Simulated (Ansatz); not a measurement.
## Orbital-resolved density of states of KCl

```yaml
crystal:
  lattice:
    - [0.00000, 3.15610, 3.15610]
    - [3.15610, 0.00000, 3.15610]
    - [3.15610, 3.15610, 0.00000]
  atoms:
    - { symbol: K, position: [0.00000, 0.00000, 0.00000] }
    - { symbol: Cl, position: [0.50000, 0.50000, 0.50000] }
```

Atoms are numbered in the order listed.

Structure: COD 9003114, as refined from experiment and not relaxed.

Level of theory: Ansatz 0.2.0, DFT, PBEsol, all-electron LAPW, scalar-relativistic.

Sampling and basis: a Γ-centred 7×7×7 k mesh, Fermi–Dirac smearing of 0.03 eV, basis error target 0.5 meV/atom, no spin polarisation.

States per eV for one atom of each kind, in 0.4 eV bins named by their centres, from the valence-band top, projected on a minimal set of Löwdin-orthogonalised atomic shells; orbitals are real harmonics on the Cartesian axes, equal curves share a column, and empty bins are left out, as is all above 8.0 eV, near the top of the computed bands.

K1 3p:

```
# E all pz=px=py
-10.6 14.44 4.81
-1.0 0.01 0.00
-0.6 0.04 0.01
-0.2 0.04 0.01
```

Cl2 3p:

```
# E all pz=px=py
-10.6 0.08 0.03
-1.0 1.68 0.56
-0.6 4.45 1.48
-0.2 8.25 2.75
5.8 0.01 0.00
6.2 0.02 0.01
6.6 0.03 0.01
7.0 0.05 0.02
7.4 0.06 0.02
7.8 0.05 0.02
```

K1 4s:

```
# E all
-1.0 0.18
-0.6 0.18
-0.2 0.01
5.4 0.06
5.8 0.12
6.2 0.19
6.6 0.33
7.0 0.44
7.4 0.55
7.8 0.44
```
